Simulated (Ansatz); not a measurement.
Space group Imma (No. 74). a = 3.402 Å, b = 5.047 Å, c = 3.732 Å, α = 90.00°, β = 90.00°, γ = 90.00°
```tsv
atom	site	symmetry	x	y	z
P	4e	mm2	0.5000	0.2500	0.5523
```

Equation of state of this P structure (not necessarily the ground state), with shape and atoms relaxed at each volume where symmetry leaves them free. It has no gap at any of these volumes. Method: Ansatz 0.2.0, DFT r2SCAN, scalar-relativistic, plane waves, PAW.

Plane waves to 500 eV, a k mesh through Γ of 16×16×16 on the computed 2-atom cell and Gaussian smearing (0.10 eV); no spin polarisation.

| V (Å³/atom) | E − E(largest V) (meV/atom) | P (GPa) |
| --- | --- | --- |
| 15.057 | 3.45 | 3.79 |
| 15.537 | -4.86 | 1.77 |
| 16.018 | -7.37 | 0.00 |
| 16.498 | -5.33 | -1.26 |
| 16.979 | 0.00 | -2.23 |

Question: Fit a third-order Birch–Murnaghan equation to E(V).

Answer: V0 = 16.02 Å³/atom, B0 = 49 GPa, B0' = 8.3.

This form isn't the element's structure at ambient conditions.

Cost: 5 runs of about 4.8 core-minutes in all, on Intel Xeon 6975P-C (Granite Rapids) (shared hosts).